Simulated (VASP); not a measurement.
# KF (Carobbiite): how cutoff and mesh change the relaxed cell, part 2 of 2

How far does the relaxed cell of KF (Carobbiite) depend on cutoff and k mesh? The starting structure is a measured crystal structure from the Crystallography Open Database. The first relaxation on each setting starts from this cell expanded by 3 % in volume.

VASP 6.6.1.

Results so far: reference 18.73 Å³ an atom; a cutoff of 400 eV 16.97 Å³ an atom; a 4×4×4 mesh 18.73 Å³ an atom.

**5. Relaxation with a cutoff of 680 eV**

Level of this step: PBEsol; plane waves and PAW (K_sv, F) (VASP).

Against step 2 the input has ENCUT = 680. This run starts from the cell of an earlier relaxation, which isn't shown; the restart sets up the plane waves anew.

Contents of INCAR:

```
SYSTEM = KF
PREC = Accurate
ENCUT = 680
EDIFF = 1E-06
NELM = 100
ISMEAR = 0
SIGMA = 0.03
LREAL = .FALSE.
ALGO = Normal
GGA = PS
NBANDS = 14
LORBIT = 11
LWAVE = .FALSE.
LCHARG = .FALSE.
KPAR = 4
IBRION = 2
NSW = 50
ISIF = 3
EDIFFG = -0.006
```

Contents of POSCAR:

```
KF
1.0
    0.0000000000      2.6551959155      2.6551959155
    2.6551959155      0.0000000000      2.6551959155
    2.6551959155      2.6551959155      0.0000000000
K F
1 1
Direct
    0.0000000000      0.0000000000      0.0000000000
    0.5000000000      0.5000000000      0.5000000000
```

Contents of KPOINTS:

```
Automatic mesh
0
Gamma
8 8 8
0 0 0
```

PAW data sets: K_sv and F (PBE family, release 64).

The run is started by

```bash
> mpirun -np 4 vasp_std
```

Output:

```text
[... set-up lines as in an earlier step ...]
 entering main loop
       N       E                     dE             d eps       ncg     rms          rms(c)
DAV:   1     0.130789187090E+03    0.13079E+03   -0.96339E+03   812   0.137E+03
DAV:   2    -0.357826618680E+01   -0.13437E+03   -0.12010E+03  1004   0.319E+02
DAV:   3    -0.947418831509E+01   -0.58959E+01   -0.58630E+01  1042   0.625E+01
DAV:   4    -0.964054096036E+01   -0.16635E+00   -0.16630E+00  1102   0.978E+00
[...]
DAV:  12    -0.852325618078E+01    0.60723E-05   -0.18028E-05  1030   0.392E-02    0.423E-03
DAV:  13    -0.852325747973E+01   -0.12990E-05   -0.36342E-06   880   0.166E-02    0.465E-03
DAV:  14    -0.852325722641E+01    0.25331E-06   -0.76711E-07   680   0.923E-03
   1 F= -.85232572E+01 E0= -.85232572E+01  d E =-.852326E+01
[...]
N       E                     dE             d eps       ncg     rms          rms(c)
DAV:   1    -0.852349020096E+01   -0.23272E-03   -0.41225E-03   992   0.650E-01    0.113E-01
DAV:   2    -0.852329361310E+01    0.19659E-03   -0.72622E-04   932   0.246E-01    0.294E-02
DAV:   3    -0.852327086741E+01    0.22746E-04   -0.40890E-05  1304   0.620E-02    0.205E-02
DAV:   4    -0.852326817070E+01    0.26967E-05   -0.11375E-05  1468   0.245E-02    0.166E-02
DAV:   5    -0.852326985843E+01   -0.16877E-05   -0.11378E-06  1062   0.559E-03    0.201E-03
DAV:   6    -0.852327022637E+01   -0.36794E-06   -0.24091E-07   506   0.370E-03
   2 F= -.85232702E+01 E0= -.85232702E+01  d E =-.130000E-04
 trial-energy change:   -0.000013  1 .order   -0.000014   -0.000020   -0.000008
 step:   1.7348(harm=  1.7348)  dis= 0.00000  next Energy=    -8.523274 (dE=-0.172E-04)
 reached required accuracy - stopping structural energy minimisation
```

Elapsed: 9 s, on 4 MPI ranks of Intel Xeon 6975P-C (Granite Rapids), shared host; peak memory 0.78 GiB.

From OUTCAR (step 5):

```text
  Total       -0.0070153     -0.0070153     -0.0070153      0.0000000      0.0000000      0.0000000
  in kB       -0.3005802     -0.3005802     -0.3005802      0.0000000      0.0000000      0.0000000
  external PRESSURE =      -0.3005802 kB  Pullay stress =       0.0000000 kB

 POSITION                                       TOTAL-FORCE (eV/Angst)
 -----------------------------------------------------------------------------------
      0.00000      2.65414      2.65414         0.000000      0.000000      0.000000
      2.65414      2.65414      2.65414         0.000000     -0.000000     -0.000000
 -----------------------------------------------------------------------------------
    total drift:                               -0.000000     -0.000000      0.000000

  FREE ENERGIE OF THE ION-ELECTRON SYSTEM (eV)
  ---------------------------------------------------
  free  energy   TOTEN  =        -8.5232702264 eV

  energy  without entropy=       -8.5232702264  energy(sigma->0) =       -8.52327023

[... 2 parts as in an earlier step ...]

[... 2 further parts left out ...]
[key lines of the parts left out:]
E-fermi :  -2.6378
```

With a cutoff of 680 eV the cell ends at 18.697 Å³ an atom, -0.16 % from the reference.

**6. Relaxation with a 10×10×10 mesh**

Against step 2 the input has a 10×10×10 mesh. This run starts from the cell of an earlier relaxation, which isn't shown; the restart sets up the plane waves anew.

Changes to INCAR since step 5:

```diff
@@ -2,3 +2,3 @@
 PREC = Accurate
-ENCUT = 680
+ENCUT = 520
 EDIFF = 1E-06
```

Contents of POSCAR:

```
KF
1.0
    0.0000000000      2.6569578491      2.6569578491
    2.6569578491      0.0000000000      2.6569578491
    2.6569578491      2.6569578491      0.0000000000
K F
1 1
Direct
    0.0000000000      0.0000000000      0.0000000000
    0.5000000000      0.5000000000      0.5000000000
```

Contents of KPOINTS:

```
Automatic mesh
0
Gamma
10 10 10
0 0 0
```

The run is started by

```bash
> mpirun -np 4 vasp_std
```

Output:

```text
[... set-up lines as in an earlier step ...]
 entering main loop
       N       E                     dE             d eps       ncg     rms          rms(c)
DAV:   1     0.111197734174E+03    0.11120E+03   -0.83527E+03  1316   0.112E+03
DAV:   2    -0.488723521323E+01   -0.11608E+03   -0.10768E+03  1698   0.299E+02
DAV:   3    -0.950041819006E+01   -0.46132E+01   -0.45921E+01  1674   0.537E+01
DAV:   4    -0.964035585399E+01   -0.13994E+00   -0.13990E+00  1770   0.880E+00
[...]
DAV:  12    -0.852015706543E+01    0.41410E-05   -0.12747E-05  1664   0.331E-02    0.424E-03
DAV:  13    -0.852015844028E+01   -0.13749E-05   -0.30441E-06  1378   0.146E-02    0.424E-03
DAV:  14    -0.852015823798E+01    0.20230E-06   -0.61387E-07  1048   0.818E-03
   1 F= -.85201582E+01 E0= -.85201582E+01  d E =-.852016E+01
[...]
N       E                     dE             d eps       ncg     rms          rms(c)
DAV:   1    -0.852053673036E+01   -0.37829E-03   -0.66760E-03  1646   0.825E-01    0.144E-01
DAV:   2    -0.852021788873E+01    0.31884E-03   -0.11712E-03  1556   0.311E-01    0.375E-02
DAV:   3    -0.852018158995E+01    0.36299E-04   -0.66720E-05  2178   0.784E-02    0.260E-02
DAV:   4    -0.852017702440E+01    0.45655E-05   -0.18053E-05  2422   0.309E-02    0.211E-02
DAV:   5    -0.852017927994E+01   -0.22555E-05   -0.20775E-06  2064   0.713E-03    0.251E-03
DAV:   6    -0.852017970518E+01   -0.42524E-06   -0.13163E-07   850   0.360E-03
   2 F= -.85201797E+01 E0= -.85201797E+01  d E =-.214672E-04
 trial-energy change:   -0.000021  1 .order   -0.000023   -0.000032   -0.000014
 step:   1.7677(harm=  1.7677)  dis= 0.00000  next Energy=    -8.520187 (dE=-0.285E-04)
 reached required accuracy - stopping structural energy minimisation
```

Wall time 8.2 s (4 MPI ranks); peak memory 0.66 GiB; 29 s of CPU time.

Parts of OUTCAR (step 6):

```text
  Total       -0.0091608     -0.0091608     -0.0091608     -0.0000000      0.0000000     -0.0000000
  in kB       -0.3918523     -0.3918523     -0.3918523     -0.0000000      0.0000000     -0.0000000
  external PRESSURE =      -0.3918523 kB  Pullay stress =       0.0000000 kB

 POSITION                                       TOTAL-FORCE (eV/Angst)
 -----------------------------------------------------------------------------------
      2.65561      2.65561     -0.00000         0.000000      0.000000     -0.000000
      2.65561      2.65561      2.65561        -0.000000     -0.000000      0.000000
 -----------------------------------------------------------------------------------
    total drift:                                0.000000      0.000000      0.000000

  FREE ENERGIE OF THE ION-ELECTRON SYSTEM (eV)
  ---------------------------------------------------
  free  energy   TOTEN  =        -8.5201797052 eV

  energy  without entropy=       -8.5201797052  energy(sigma->0) =       -8.52017971

[... 1 part as in an earlier step ...]

[... 3 further parts left out ...]
[key lines of the parts left out:]
E-fermi :  -2.7257
```

With a 10×10×10 mesh the cell ends at 18.728 Å³ an atom, +0.00 % from the reference.

**7. All runs side by side**

```tsv
run	volume (Å³/atom)	change (%)	pressure left (GPa)	core minutes
reference	18.728	-	-0.04	1.04
a cutoff of 400 eV	16.966	-9.41	0.0	0.907
a 4×4×4 mesh	18.726	-0.01	-0.04	0.627
a cutoff of 680 eV	18.697	-0.16	-0.03	1.59
a 10×10×10 mesh	18.728	0.0	-0.04	1.47
```

Core minutes are wall time times ranks, summed over the relaxations behind a row (those for a bulk modulus apart), on shared hosts.

**8. Results**

| Property | Result |
| --- | --- |
| volume of the reference | 18.73 Å³/atom |
| volume against the reference, a cutoff of 400 eV | -9.41 % |
| volume against the reference, a 4×4×4 mesh | -0.01 % |
| volume against the reference, a cutoff of 680 eV | -0.16 % |
| volume against the reference, a 10×10×10 mesh | +0.00 % |

The volume moves most with a cutoff of 400 eV: -9.41 % against the reference (520 eV, 8×8×8 mesh). On finer settings it changes by -0.16 % with a cutoff of 680 eV and +0.00 % with a 10×10×10 mesh. The relaxations stop with up to 0.04 GPa left, which at a bulk modulus of 50 GPa, to name a scale, is 0.08 % of the volume. That understates it: a restart alone still moved the volume by up to 3.7 %. A cell that shrinks at the lower cutoff is the usual mark of Pulay stress, the error that a plane-wave basis makes when it is kept while the volume changes. Further runs on this material are not shown.

[Lines on the potential files, build, host, timing and source positions are cut from VASP's logs without a mark.]

[Logs are printed without paths, hosts, clocks, repeated set-up lines and the standing remarks that a program may print on its own settings, such as how far it seeks lower states.]

[Hosts, paths, dates, database ids (printed as entryN), source tags and the programs' standing remarks are cut or masked in the printed files.]
